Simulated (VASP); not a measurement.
# Si: relaxation of cell and atoms with PBE

Crystal: Si.

```
CELL_PARAMETERS angstrom
3.85015 0.00000 0.00000
-1.92508 3.33433 0.00000
0.00000 0.00000 6.36391
ATOMIC_POSITIONS crystal
Si 0.33333 0.66667 0.06298
Si 0.66667 0.33333 0.56298
Si 0.33333 0.66667 0.43702
Si 0.66667 0.33333 0.93702
```

This isn't the form of Si at room conditions, which is diamond.

```json
{
 "Program": "VASP 6.6.1",
 "Task": "relaxation of cell and atoms",
 "Functional": "PBE",
 "Potentials or basis": "VASP PAW PBE potentials, release 64 (Si)",
 "Cutoff": "600 eV",
 "k mesh": "9 × 9 × 4",
 "Occupations": "gaussian, width 0.03 eV",
 "Spin": "no spin polarisation",
 "Further INCAR settings": "ALGO = Normal; EDIFF = 1e-07; IBRION = 2; EDIFFG = -0.005; NSW = 90; ISIF = 3"
}
```

```json
{
 "Relaxed volume": "20.43 Å³/atom",
 "Relaxed cell": "a = 3.851 Å, b = 3.851 Å, c = 6.363 Å, α = 90.00°, β = 90.00°, γ = 120.00°",
 "Space group after relaxing (to 0.05 Å)": "P6_3/mmc (No. 194)",
 "Energy gained by relaxing": "0.0 meV/atom",
 "Ionic steps": "2",
 "Pressure after relaxing": "0.0 GPa",
 "Band gap on the k mesh": "0.49 eV, indirect (least direct gap 0.99 eV)"
}
```

Final structure:
```xyz
4
Lattice="3.8506 0.0000 0.0000 -1.9253 3.3347 0.0000 0.0000 0.0000 6.3631" Properties=species:S:1:pos:R:3 pbc="T T T"
Si    0.0000    2.2232    0.4004
Si    1.9253    1.1116    3.5819
Si    0.0000    2.2232    2.7812
Si    1.9253    1.1116    5.9627
```

Levels at points of the mesh, in eV from the valence-band top:
```csv
k point,band 4,band 5,band 6,band 7,band 8,band 9,band 10,band 11,band 12
"(0.00, 0.00, 0.00)",-1.49,-1.49,-0.33,0.00,0.00,0.99,2.02,2.02,2.32
"(0.00, 0.00, 0.50)",-4.19,-0.91,-0.91,-0.91,-0.91,1.77,1.77,2.99,2.99
```

Run time: 76 s on 1 thread of AMD EPYC 7R43 64-Core Processor (Zen 3) (shared host), peak memory 0.19 GiB.

Caveat: an odd mesh through Γ misses points on the zone boundary, where band edges often lie.
